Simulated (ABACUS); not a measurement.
Runs of ABACUS 3.10.1 on Sb. The structure is monoclinic, space group P2_1/m (No. 11). The conventional cell has a = 3.122 Å, b = 4.348 Å, c = 4.406 Å, α = 90.00°, β = 90.51°, γ = 90.00°. Sb (site symmetry m) has 6 Sb at 3.04 to 3.15 Å as nearest neighbours. This isn't the form of Sb at room conditions, which is rhombohedral.

| task | level | k mesh | symmetry key | path | points for each segment of the path | mesh quality | gap on the mesh (eV) | pressure (GPa) | largest force (eV/Å) |
| --- | --- | --- | --- | --- | --- | --- | --- | --- | --- |
| single point | TPSS | 6 × 4 × 4 | 1 | - | - | coarse | none | 0.4 | 0.09 |
| single point | PBEsol | 6 × 4 × 4 | 1 | - | - | coarse | none | -1.1 | (b) |
| single point | SCAN | 6 × 4 × 4 | 1 | - | - | coarse | none | (a) | 0.09 |
| single point | LDA | 6 × 4 × 4 | 1 | - | - | coarse | none | -2.9 | 0.08 |

Alike in all rows: potentials or basis SG15 ONCV 1.2 PBE, DZP LCAO (the cutoffs set its grid); no spin polarisation; cell as given; cutoff (eV) 1361; smearing fermi-dirac 0.05 eV.

Q: Fill in the values left out.

A: (a) -0.9; (b) 0.10.

Caveats: all runs use coarse meshes; the atomic orbitals were generated for these runs and aren't a published set; the potentials were made for another functional, which shifts forces and pressure; the basis of atomic orbitals isn't converged, which shifts pressures, moduli and gaps.

A k mesh can miss the band edges, and the runs leave out spin-orbit coupling on Sb.

A gap of «none» marks a metal or a gap under the smearing width.
